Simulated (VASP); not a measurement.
# AgCl (Fm-3m) in VASP: single point with PBE

Aim: the single point of AgCl with PBE.

Everything below comes from runs of VASP 6.6.1. Logs are shortened: lines on timing, memory, paths and dates and some standing lists are left out, and cuts for length are marked.

**Experimental background.**

A printed reference work, data compilation reports, for a bulk crystal of AgCl: band gap 3.249 eV (indirect).

The runs below are set against these values where they give the same quantity.

## 1. The cell of the first run

The structure is cubic, space group Fm-3m (No. 225). Conventional cell: a = 5.546 Å, b = 5.546 Å, c = 5.546 Å, α = 90.00°, β = 90.00°, γ = 90.00°. Ag (site symmetry m-3m) has 6 Cl at 2.77 Å within 3.7 Å. Within 3.7 Å of Cl (site symmetry m-3m) lie 6 Ag at 2.77 Å.

## 2. Single point, PBE

Contents of INCAR:

```
  PREC = Accurate
  ENCUT = 520
  EDIFF = 1E-7
  ISMEAR = 0
  SIGMA = 0.05
  LREAL = False
  LASPH = True
  NELM = 60
  ALGO = Normal
  ISIF = 2
  LWAVE = False
  LCHARG = True
  GGA = PE
  LELF = True
  LVHAR = True
  NBANDS = 16
```

Contents of KPOINTS:

```
Automatic mesh
0
Gamma
  10 10 10
```

Contents of POSCAR:

```
AgCl
1.0
    0.0000000000      2.7731500000      2.7731500000
    2.7731500000      0.0000000000      2.7731500000
    2.7731500000      2.7731500000      0.0000000000
Ag Cl
1 1
Direct
    0.5000000000      0.5000000000      0.5000000000
    0.0000000000      0.0000000000      0.0000000000
```

Potentials or basis: VASP PAW PBE potentials, release 64 (Ag, Cl).

Run with:

```sh
$ cat potpaw_PBE.64/Ag/POTCAR potpaw_PBE.64/Cl/POTCAR > POTCAR
$ mpirun -np 1 vasp_std > vasp.out
```

OUTCAR:

```text
PREC = Accurate
   ENCUT = 520
   EDIFF = 1E-7
   ISMEAR = 0
   LREAL = False
   LASPH = True
   NELM = 60
   ISIF = 2
   GGA = PE

 ion  position               nearest neighbor table
   1  0.500  0.500  0.500-   2 2.77   2 2.77   2 2.77   2 2.77   2 2.77   2 2.77
   2  0.000  0.000  0.000-   1 2.77   1 2.77   1 2.77   1 2.77   1 2.77   1 2.77

  LATTYP: Found a face centered cubic cell.
 ALAT       =     5.5463000000

  Lattice vectors:

 A1 = (   0.0000000000,   2.7731500000,   2.7731500000)
 A2 = (   2.7731500000,   0.0000000000,   2.7731500000)
 A3 = (   2.7731500000,   2.7731500000,   0.0000000000)

Analysis of symmetry for initial positions (statically):
=====================================================================
 Subroutine PRICEL returns:
 Original cell was already a primitive cell.

 Routine SETGRP: Setting up the symmetry group for a
 face centered cubic supercell.

 Subroutine GETGRP returns: Found 48 space group operations
 (whereof 48 operations were pure point group operations)
 out of a pool of 48 trial point group operations.

The static configuration has the point symmetry O_h .

Analysis of symmetry for dynamics (positions and initial velocities):
=====================================================================
 Subroutine PRICEL returns:
 Original cell was already a primitive cell.

 Routine SETGRP: Setting up the symmetry group for a
 face centered cubic supercell.

 Subroutine GETGRP returns: Found 48 space group operations
 (whereof 48 operations were pure point group operations)
 out of a pool of 48 trial point group operations.

The dynamic configuration has the point symmetry O_h .

 Subroutine INISYM returns: Found 48 space group operations
 (whereof 48 operations are pure point group operations),
 and found     1 'primitive' translations

----------------------------------------------------------------------------------------

                                     Primitive cell

  volume of cell :      42.6530

  direct lattice vectors                    reciprocal lattice vectors
     0.000000000  2.773150000  2.773150000    -0.180300380  0.180300380  0.180300380
     2.773150000  0.000000000  2.773150000     0.180300380 -0.180300380  0.180300380
     2.773150000  2.773150000  0.000000000     0.180300380  0.180300380 -0.180300380

[... 75 lines left out ...]
   ISTART =      0    job   : 0-new  1-cont  2-samecut
   ICHARG =      2    charge: 1-file 2-atom 10-const
   ISPIN  =      1    spin polarized calculation?
   LNONCOLLINEAR =      F non collinear calculations
   LSORBIT =      F    spin-orbit coupling
   LASPH  =      T    aspherical Exc in radial PAW
   ENCUT  =  520.0 eV  38.22 Ry    6.18 a.u.   7.29  7.29  7.29*2*pi/ulx,y,z
   NELM   =     60;   NELMIN=  2; NELMDL= -5     # of ELM steps
   EDIFF  = 0.1E-06   stopping-criterion for ELM
   LREAL  =      F    real-space projection
   EDIFFG = 0.1E-05   stopping-criterion for IOM
   NSW    =      0    number of steps for IOM
   IBRION =     -1    ionic relax: 0-MD 1-quasi-New 2-CG
   NFREE  =      0    steps in history (QN), initial steepest desc. (CG)
   ISIF   =      2    stress and relaxation
   ISYM   =      2    0-nonsym 1-usesym 2-fastsym
   POTIM  = 0.5000    time-step for ionic-motion
   TEBEG  =    0.0;   TEEND  =   0.0 temperature during run
   PSTRESS=    0.0 pullay stress
   NELECT =      18.0000    total number of electrons
   NUPDOWN=      -1.0000    fix difference up-down
   EMIN   =  10.00;   EMAX   =-10.00  energy-range for DOS
   EFERMI =   0.00;   METHOD = LEGACY
   ISMEAR =     0;   SIGMA  =   0.05  broadening in eV -4-tet -1-fermi 0-gaus
   EFERMI_NEDOS =   21; number of points for ismear=-14 and -15
   IALGO  =     38    algorithm
   IMIX   =      4    mixing-type and parameters
     AMIX     =   0.40;   BMIX     =  1.00
     AMIX_MAG =   1.60;   BMIX_MAG =  1.00
  volume/ion in A,a.u.               =      21.33       143.92
  Fermi-wavevector in a.u.,A,eV,Ry     =   1.227955  2.320498 20.515850  1.507872
  Thomas-Fermi vector in A             =   2.362898
   LORBIT       =      0    0 simple, 1 ext, 2 COOP (PROOUT), +10 PAW based schemes
   GGA     = PE    functional components
   LHFCALC =     F    Hartree Fock is set to
   AEXX    =    0.0000 exact exchange contribution
   IVDW    =     0    specifies the selected vdW correction
   LEPSILON=     F    determine dielectric tensor
   LRPA    =     F    only Hartree local field effects (RPA)
 non-spin polarized calculation
 Gauss-broadening in eV      SIGMA  =   0.05
  energy-cutoff  :      520.00
  volume of cell :       42.65
 maximum number of plane-waves:      1167
 NGX is ok and might be reduce to    30
   NGX = 15   NGY = 15   NGZ = 15

 number of electron      18.0000005 magnetization

 Free energy of the ion-electron system (eV)
  ---------------------------------------------------
  ext. energy  EPLUGINS =         0.00000000
  ---------------------------------------------------
  free energy    TOTEN  =        -5.39442060 eV

  energy without entropy =       -5.39442060  energy(sigma->0) =       -5.39442060

 E-fermi :   4.0789     XC(G=0):  -9.9653

 val. band max:        3.8172295078   @ k =   0.5000   0.0000   0.0000
 cond. band min:       4.7261308474   @ k =   0.0000   0.0000   0.0000
 fundamental gap:      0.9089013396
 Fermi energy:         4.0789490377

 k-point     1 :       0.0000    0.0000    0.0000
  band No.  band energies     occupation
      1     -11.3310      2.00000
      2       1.3781      2.00000
      3       1.3781      2.00000
      4       1.3781      2.00000
      5       1.4191      2.00000
      6       1.4191      2.00000
[... 433 lines left out ...]
      3       0.4153      2.00000
      4       0.5066      2.00000
      5       1.2608      2.00000
      6       1.7143      2.00000
[... 8 lines left out ...]
     15      18.7581      0.00000
     16      19.6673      0.00000

 [... further k-points ...]
[... 5 lines left out ...]
  --------------------------------------------------------------------------------------
  -------------------------------------------------------------------------------------
  Total        0.3908309      0.3908309      0.3908309     -0.0000000      0.0000000      0.0000000
  in kB       14.6807891     14.6807891     14.6807891     -0.0000000      0.0000000      0.0000000
  external PRESSURE =      14.6807891 kB  Pullay stress =       0.0000000 kB

 VOLUME and BASIS-vectors are now :
 -----------------------------------------------------------------------------
  energy-cutoff  :      520.00
  volume of cell :       42.65
      direct lattice vectors                 reciprocal lattice vectors
     0.000000000  2.773150000  2.773150000    -0.180300380  0.180300380  0.180300380
     2.773150000  0.000000000  2.773150000     0.180300380 -0.180300380  0.180300380
     2.773150000  2.773150000  0.000000000     0.180300380  0.180300380 -0.180300380

 POSITION                                       TOTAL-FORCE (eV/Angst)
 -----------------------------------------------------------------------------------
      2.77315      2.77315      2.77315         0.000000      0.000000      0.000000
      0.00000      0.00000      0.00000        -0.000000     -0.000000     -0.000000
 -----------------------------------------------------------------------------------
    total drift:                                0.000000      0.000000      0.000000

  FREE ENERGIE OF THE ION-ELECTRON SYSTEM (eV)
  ---------------------------------------------------
  free  energy   TOTEN  =        -5.3944206010 eV

  energy  without entropy=       -5.3944206010  energy(sigma->0) =       -5.39442060
```

stdout:

```text
POSCAR found type information on POSCAR AgCl
 POSCAR found :  2 types and       2 ions
 scaLAPACK will be used
 LDA part: xc-table for (Slater+PW92), standard interpolation
 POSCAR, INCAR and KPOINTS ok, starting setup
 FFT: planning ... GRIDC
 FFT: planning ... GRID_SOFT
 FFT: planning ... GRID
 WAVECAR not read
 entering main loop
```

It took 18 s on 1 thread of Intel Xeon Platinum 8559C (Emerald Rapids), shared host; peak memory 0.18 GiB.

Results:

```yaml
Free_energy: -5.3944 eV
Pressure: 1.5 GPa
Band_gap_on_the_k_mesh: 0.91 eV, indirect (least direct gap 3.11 eV)
```

## 3. Comparison with measurements

Step 2. Measured gap of AgCl: 3.249 eV (indirect; a printed reference work, data compilation). This calculation gives 0.91 eV (-2.34 eV). So large a miss can be the level of theory's own, or it may mean another phase, state or a wrong row. Spin-orbit coupling on Ag is left out. The value is that of PBE on a finite k mesh, which can miss the band edges, without temperature or zero-point motion. Semilocal functionals fall short of measured gaps as a rule.
